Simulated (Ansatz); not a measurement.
# Thickness series of a ZrC/ZnO/Hf junction, part 2 of 5

Aim: the conductance of ZrC/ZnO/Hf junctions as the barrier thickens. The lower electrode is ZrC rock salt(111), the upper one Hf hcp(0001); the barrier is ZnO wurtzite(0001) (whole bilayers). In the first transport cell, after relaxation, the nearest pair of electrode and barrier is C–O at 1.41 Å, along the normal, at the lower face and Hf–Zn at 2.97 Å, at a slant, at the upper one. All share a net of side 3.31 Å, which strains the lower electrode by -0.6 %, the upper one by +3.4 % and the barrier by +0.6 %, against typed lattice constants near PBE's. The first steps treat the bulk electrodes alone.

Ansatz 0.2.0; PBE DFT, plane waves, PAW files (the session's first sound run).

So far: The structure; The strained electrode, 6 atoms, electrode ZrC rock salt(111); Layer spacing of the electrode, 2 atoms, electrode Hf hcp(0001).

## (4) Relaxation

System of this step: ZrC/ZnO/Hf. The cell holds 16 atoms: 2 Zr, 2 C, 4 O, 4 Zn and 4 Hf. Cell: a = 3.310 Å, b = 3.310 Å, c = 39.847 Å, α = 90.0°, β = 90.0°, γ = 120.0°. Vacuum lies along c.

Tunnelling depends exponentially on distance, so the interfaces are relaxed first. A short slab in vacuum serves: only the barrier and the layers next to it are taken over, and later cells can add or drop layers in the barrier's middle. The dipole correction removes the field that unlike faces would set up across the vacuum.

File input.yaml:

```yaml
crystal:
  lattice:
    - [3.31, 0.0, 0.0]
    - [-1.655, 2.8665440865, 0.0]
    - [0.0, 0.0, 39.8471758386]
  atoms:
    - { symbol: Zr, position: [0.33333333, 0.66666667, 0.2007670514] }
    - { symbol: C, position: [0.66666667, 0.33333333, 0.2350357413] }
    - { symbol: Zr, position: [0.0, 0.0, 0.2693044313] }
    - { symbol: C, position: [0.33333333, 0.66666667, 0.3035731212] }
    - { symbol: O, position: [0.33333333, 0.66666667, 0.3404640669] }
    - { symbol: Zn, position: [0.66666667, 0.33333333, 0.3563571284] }
    - { symbol: O, position: [0.66666667, 0.33333333, 0.4066851566] }
    - { symbol: Zn, position: [0.33333333, 0.66666667, 0.4225782181] }
    - { symbol: O, position: [0.33333333, 0.66666667, 0.4729062463] }
    - { symbol: Zn, position: [0.66666667, 0.33333333, 0.4887993078] }
    - { symbol: O, position: [0.66666667, 0.33333333, 0.5391273359] }
    - { symbol: Zn, position: [0.33333333, 0.66666667, 0.5550203974] }
    - { symbol: Hf, position: [0.66666667, 0.33333333, 0.6137059594] }
    - { symbol: Hf, position: [0.33333333, 0.66666667, 0.6755482891] }
    - { symbol: Hf, position: [0.66666667, 0.33333333, 0.7373906189] }
    - { symbol: Hf, position: [0.33333333, 0.66666667, 0.7992329486] }
kpoints:
  mp_grid: { grid: [8, 8, 1] }
scf:
  occupations: { method: fermi_dirac, width: 0.1 }
  max_iter: 150
hamiltonian:
  xc: pbe
efield:
  axis: 3
  dipole_correction: true
relax:
  f_tol: 0.04
  max_steps: 60
output:
  forces: true
```

Run with:

```sh
ansatz run input.yaml --threads 4 --pin off --max-ram 10240MiB --backend cpu --events-out ev --progress --plain --runs-dir out
```

Numbers of over 12 decimals in the logs are rounded to 6 here.

The program printed:

```text
[...]
Crystal: 16 atoms, lattice volume = 378.080 Å³
Basis set: ecut = 420 eV, 7501 PW (Γ), exchange–correlation on 48×48×540 points (8 copies of the dense FFT grid, shifted against one another)
Bands: 125, of which v1, the nominal top of the filled ones, is band 104 counted from 1 (103 counted from 0)
Symmetry: 6 space group operations
[...]
k-points: 10 of 64 (time reversal used)
[...]
SCF iter   1: F=—  HF=-87299.235820 eV  |F-HF|=—  |Δ(HF+E_count)|=         —  Δρ=7.76e-3  dr2=5.14e0  ethr=1.77e-3  p=0.001 e·Å  D=6.99e-4 V/Å  ΔV_dip=-0.03 eV  dr2_dipole=3.73e0  V_vac-E_F(+/−)=4.43/4.45 eV  ⟨swp⟩=6.9  Hψ=4876  notcnv=0  defer=23
efield: sawtooth ramp at fractional position 0.9500 (placed from the atoms, in the widest stretch of the axis that holds none; the zero of the levels goes with the place), width 0.1000; the density the first Hamiltonian is built on has a dipole p = 0.001 e·Å; the dipole correction subtracts the counter field D = 6.99e-4 V/Å, which shifts the + side's vacuum level by -0.03 eV against the − side's; the planar-averaged density in the ramp window peaks in size at 9.0e-5 e/Å³
[...]
SCF iter   2: F=—  HF=-87299.092155 eV  |F-HF|=—  |Δ(HF+E_count)|=   1.44e-1  Δρ=4.33e-3  dr2=3.43e-1  ethr=1.77e-3  p=0.004 e·Å  D=1.88e-3 V/Å  ΔV_dip=-0.08 eV  dr2_dipole=4.32e-2  V_vac-E_F(+/−)=4.25/4.32 eV  ⟨swp⟩=2.4  Hψ=1577  notcnv=0  defer=35
[...]
SCF iter   9: F=-87299.072533 eV  HF=-87299.072548 eV  |F-HF|=1.50e-5  |Δ(HF+E_count)|=   8.71e-7  Δρ=5.27e-5  dr2=1.89e-5  ethr=1.92e-8  p=-0.003 e·Å  D=-1.31e-3 V/Å  ΔV_dip=0.05 eV  dr2_dipole=2.17e-6  V_vac-E_F(+/−)=4.27/4.22 eV  ⟨swp⟩=5.2  Hψ=4241  notcnv=0
WARN: efield: at this solve's end the planar-averaged density reaches 3.39e-5 e/Å³ inside the ramp window [0.9249, 0.0751] (bound 1e-5 e/Å³); the window's nearer edge stands 5.01 Å from this solve's nearest atom along the axis. Its work functions, free energy, forces, stress, dipole, levels and responses can be off, and this figure does not tell by how much. A short vacuum, a low `basis.ecutwfc` or `basis.ecutrho_ratio` and negative occupations (`scf.occupations.method`) can put density there. See the manual's quickstart, § The vacuum guard
SCF 1 converged in 9 iterations: F = -87299.072533 eV  dr2 = 1.89e-5
[...]
relax step   1: F+E_penalty+E_count = -87299.07253325 eV  Δ(F+E_penalty+E_count) = +0.000e0 eV  max|allowed force component| = 1.427e0 eV/Å  Δτ_max = 0.0000 Å  (9 SCF iters, dr2 threshold 4.00e-5 eV, accepted)
[...]
SCF iter   1: F=—  HF=-87299.535189 eV  |F-HF|=—  |Δ(HF+E_count)|=         —  Δρ=1.53e-2  dr2=1.01e1  ethr=3.10e-3  p=-0.003 e·Å  D=-1.31e-3 V/Å  ΔV_dip=0.05 eV  dr2_dipole=7.38e0  V_vac-E_F(+/−)=4.26/4.21 eV  ⟨swp⟩=4.4  Hψ=2876  notcnv=0  defer=10
efield: sawtooth ramp at fractional position 0.9500 (handed on by an earlier solve), width 0.1000; the density the first Hamiltonian is built on has a dipole p = -0.003 e·Å; the dipole correction subtracts the counter field D = -1.31e-3 V/Å, which shifts the + side's vacuum level by +0.05 eV against the − side's; the planar-averaged density in the ramp window peaks in size at 2.5e-5 e/Å³
[...]
SCF iter   2: F=—  HF=-87299.253665 eV  |F-HF|=—  |Δ(HF+E_count)|=   2.82e-1  Δρ=7.06e-3  dr2=6.89e-1  ethr=3.10e-3  p=-0.003 e·Å  D=-1.53e-3 V/Å  ΔV_dip=0.06 eV  dr2_dipole=7.94e-2  V_vac-E_F(+/−)=4.11/4.05 eV  ⟨swp⟩=2.1  Hψ=1748  notcnv=0  defer=44
[...]
SCF iter   8: F=-87299.201281 eV  HF=-87299.201379 eV  |F-HF|=9.83e-5  |Δ(HF+E_count)|=   6.03e-6  Δρ=7.63e-5  dr2=7.28e-5  ethr=4.81e-8  p=0.005 e·Å  D=2.35e-3 V/Å  ΔV_dip=-0.09 eV  dr2_dipole=4.09e-5  V_vac-E_F(+/−)=4.14/4.23 eV  ⟨swp⟩=3.6  Hψ=5462  notcnv=0
[...]
SCF 2 converged in 8 iterations: F = -87299.201281 eV  dr2 = 7.28e-5
[...]
relax step   2: F+E_penalty+E_count = -87299.20128088 eV  Δ(F+E_penalty+E_count) = -1.287e-1 eV  max|allowed force component| = 1.266e0 eV/Å  Δτ_max = 0.1948 Å  (8 SCF iters, dr2 threshold 1.00e-4 eV, accepted)
[...]
SCF iter   7: F=-87299.324752 eV  HF=-87299.324785 eV  |F-HF|=3.34e-5  |Δ(HF+E_count)|=   8.79e-6  Δρ=7.37e-5  dr2=2.83e-5  ethr=4.81e-8  p=0.004 e·Å  D=1.78e-3 V/Å  ΔV_dip=-0.07 eV  dr2_dipole=1.21e-5  V_vac-E_F(+/−)=4.20/4.28 eV  ⟨swp⟩=4.1  Hψ=5113  notcnv=0
[...]
SCF 3 converged in 7 iterations: F = -87299.324752 eV  dr2 = 2.83e-5
relax step   3: F+E_penalty+E_count = -87299.32475152 eV  Δ(F+E_penalty+E_count) = -1.235e-1 eV  max|allowed force component| = 5.268e-1 eV/Å  Δτ_max = 0.1076 Å  (7 SCF iters, dr2 threshold 1.00e-4 eV, accepted)
[...]
relax step   4: F+E_penalty+E_count = -87299.34660602 eV  Δ(F+E_penalty+E_count) = -2.185e-2 eV  max|allowed force component| = 4.388e-1 eV/Å  Δτ_max = 0.0274 Å  (6 SCF iters, dr2 threshold 4.81e-5 eV, accepted)
[...]
relax step   5: F+E_penalty+E_count = -87299.36406550 eV  Δ(F+E_penalty+E_count) = -1.746e-2 eV  max|allowed force component| = 1.671e-1 eV/Å  Δτ_max = 0.0675 Å  (8 SCF iters, dr2 threshold 3.34e-5 eV, accepted)
[...]
relax step   6: F+E_penalty+E_count = -87299.36571232 eV  Δ(F+E_penalty+E_count) = -1.647e-3 eV  max|allowed force component| = 1.216e-1 eV/Å  Δτ_max = 0.0160 Å  (7 SCF iters, dr2 threshold 4.05e-6 eV, accepted)
[...]
relax step   7: F+E_penalty+E_count = -87299.37035930 eV  Δ(F+E_penalty+E_count) = -4.647e-3 eV  max|allowed force component| = 3.819e-2 eV/Å  Δτ_max = 0.0468 Å  (9 SCF iters, dr2 threshold 2.14e-6 eV, accepted)
[...]
SCF iter   4: F=-87299.370360 eV  HF=-87299.370360 eV  |F-HF|=1.04e-7  |Δ(HF+E_count)|=   1.90e-8  Δρ=3.12e-6  dr2=7.14e-8  ethr=4.81e-11  p=0.005 e·Å  D=2.21e-3 V/Å  ΔV_dip=-0.09 eV  dr2_dipole=2.99e-8  V_vac-E_F(+/−)=4.21/4.30 eV  ⟨swp⟩=5.1  Hψ=4242  notcnv=0
[...]
SCF 8 converged in 4 iterations: F = -87299.370360 eV  dr2 = 7.14e-8
relax step   8: F+E_penalty+E_count = -87299.37036016 eV  Δ(F+E_penalty+E_count) = -8.612e-7 eV  max|allowed force component| = 3.848e-2 eV/Å  Δτ_max = 0.0000 Å  (4 SCF iters, accepted)
SCF converged after 4 iterations
Free energy (F): -87299.370360 eV
[...]
Internal energy: -87299.038764 eV  (E = F + TS)
E sigma→0 (E₀):  -87299.204562 eV
Entropy (-TS):   -0.331597 eV (-20.725 meV/atom)
Fermi energy:    7.629685 eV
Dipole field:    D = 0.002041 V/Å  (p = 0.004265 e·Å, saw-weighted, corrected)
Work function:   Φ+ = 4.2105 eV   Φ− = 4.2918 eV
Levels:          The Fermi level and band energies are counted from a zero that moves with the ramp; work functions are not
Vacuum region:   at the solve's end the planar-averaged density reaches 3.95e-5 e/Å³ inside the ramp window [0.9249, 0.0751] (bound 1e-5 e/Å³)
[...]
--- Forces (eV/Å), atoms counted from 1 ---
  atom   1  Zr    -0.00000000    -0.00000000    -0.00579077
  atom   2  C      0.00000000     0.00000000     0.02525467
  atom   3  Zr    -0.00000000    -0.00000000     0.00131314
  atom   4  C     -0.00000000    -0.00000000     0.03847488
  atom   5  O      0.00000000    -0.00000000    -0.03760695
  atom   6  Zn     0.00000000     0.00000000    -0.01421948
  atom   7  O     -0.00000000    -0.00000000    -0.03391607
  atom   8  Zn    -0.00000000    -0.00000000     0.03752437
  atom   9  O      0.00000000     0.00000000    -0.02751981
  atom  10  Zn     0.00000000     0.00000000     0.01160769
  atom  11  O     -0.00000000     0.00000000    -0.00414943
  atom  12  Zn    -0.00000000    -0.00000000     0.00346229
  atom  13  Hf     0.00000000     0.00000000     0.00488551
  atom  14  Hf    -0.00000000    -0.00000000     0.00134923
  atom  15  Hf     0.00000000     0.00000000    -0.00145441
  atom  16  Hf    -0.00000000    -0.00000000     0.00066445
  max |Σ_I F_I| component: 1.21e-4 eV/Å
--- Relaxed structure (8 steps of the walk, 8 accepted, 0 SCFs on fresh bases) ---
  F+E_penalty+E_count = -87299.37036016 eV   max|allowed force component| = 3.848e-2 eV/Å
  atoms:
    - { symbol: Zr, position: [0.333333, 0.666667, 0.200441] }
    - { symbol: C, position: [0.666667, 0.333333, 0.230820] }
    - { symbol: Zr, position: [-4.854370879262913e-17, -1.6190752459682685e-17, 0.264667] }
    - { symbol: C, position: [0.333333, 0.666667, 0.301396] }
    - { symbol: O, position: [0.333333, 0.666667, 0.336828] }
    - { symbol: Zn, position: [0.666667, 0.333333, 0.357062] }
    - { symbol: O, position: [0.666667, 0.333333, 0.405647] }
    - { symbol: Zn, position: [0.333333, 0.666667, 0.423870] }
    - { symbol: O, position: [0.333333, 0.666667, 0.472944] }
    - { symbol: Zn, position: [0.666667, 0.333333, 0.490328] }
    - { symbol: O, position: [0.666667, 0.333333, 0.539587] }
    - { symbol: Zn, position: [0.333333, 0.666667, 0.558938] }
    - { symbol: Hf, position: [0.666667, 0.333333, 0.615990] }
    - { symbol: Hf, position: [0.333333, 0.666667, 0.676491] }
    - { symbol: Hf, position: [0.666667, 0.333333, 0.741550] }
    - { symbol: Hf, position: [0.333333, 0.666667, 0.799938] }
```

Elapsed: 97 s, on 4 threads of Arm Neoverse V1, shared host; peak memory 1.4 GiB.

Relaxation path:

| step | energy less that of the first step (eV) | largest force component (eV/Å) |
| --- | --- | --- |
| 1 | 0.0000 | 1.4268 |
| 2 | -0.1287 | 1.2656 |
| 3 | -0.2522 | 0.5268 |
| 4 | -0.2741 | 0.4388 |
| 5 | -0.2915 | 0.1671 |
| 6 | -0.2932 | 0.1216 |
| 7 | -0.2978 | 0.0382 |
| 8 | -0.2978 | 0.0385 |

Forces are held to the 6 operations that the run works with; a distortion that breaks them can't arise in this run.

The atoms that moved most (Å):

| atom | dx | dy | dz | length |
| --- | --- | --- | --- | --- |
| Zr3 | 0.000 | 0.000 | -0.185 | 0.185 |
| C2 | 0.000 | 0.000 | -0.168 | 0.168 |
| Hf15 | 0.000 | 0.000 | 0.166 | 0.166 |
| Zn12 | 0.000 | 0.000 | 0.156 | 0.156 |
| O5 | 0.000 | 0.000 | -0.145 | 0.145 |
| Hf13 | 0.000 | 0.000 | 0.091 | 0.091 |
| C4 | 0.000 | 0.000 | -0.087 | 0.087 |
| Zn10 | 0.000 | 0.000 | 0.061 | 0.061 |

Numbers from this step:

```
free energy  : -87299.3704 eV
Fermi energy : 7.630 eV
```

The largest force component on a free atom ends at 0.038 eV/Å. At one or more of this run's solves the program warned of density in the dipole ramp over its bound, where dipole, forces and levels can be off.

(Part 2 of 5 ends here.)

[Logs are printed without paths, hosts, clocks, repeated set-up lines and the standing remarks that a program may print on its own settings, such as how far it seeks lower states.]

[Hosts, paths, dates, database ids (printed as entryN), source tags and the programs' standing remarks are cut or masked in the printed files.]
